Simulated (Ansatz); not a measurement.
Moving the functional in Y

It takes space group P6_3/mmc (No. 194, hexagonal). Conventional cell: a = 3.647 Å, b = 3.647 Å, c = 5.731 Å, α = 90.00°, β = 90.00°, γ = 120.00°. Y (site symmetry -6m2) is surrounded by 12 Y at 3.56 to 3.65 Å.

Kept alike: task band structure; k mesh 8 × 8 × 5; occupations fermi-dirac, width 0.05 eV; no spin polarisation. Program: Ansatz, Ansatz PAW. Cutoffs run from 420 to 500 eV. The mesh is that of the run's cell of 2 atoms. No spin-orbit coupling.

| functional | pressure (GPa) |
| --- | --- |
| BLYP | 0.88 |
| LDA | -3.77 |
| PBE | -0.12 |
| PBEsol | -2.03 |
| RPBE | 1.40 |
| r2SCAN | 0.70 |
| revPBE | 0.99 |

Pressure is positive in compression, with a Pulay correction for the finite cutoff. For a metal such a mesh leaves the last digits unconverged. All rows use potentials made for PBE.

Q: What does the functional change here?

A: The pressure runs from -3.77 (LDA) to 1.40 GPa (RPBE). From PBE: BLYP +1.00; LDA -3.65; PBEsol -1.91; RPBE +1.52; r2SCAN +0.82; revPBE +1.11. A positive pressure means that the functional's own cell is larger than the one given, a negative one that it is smaller.
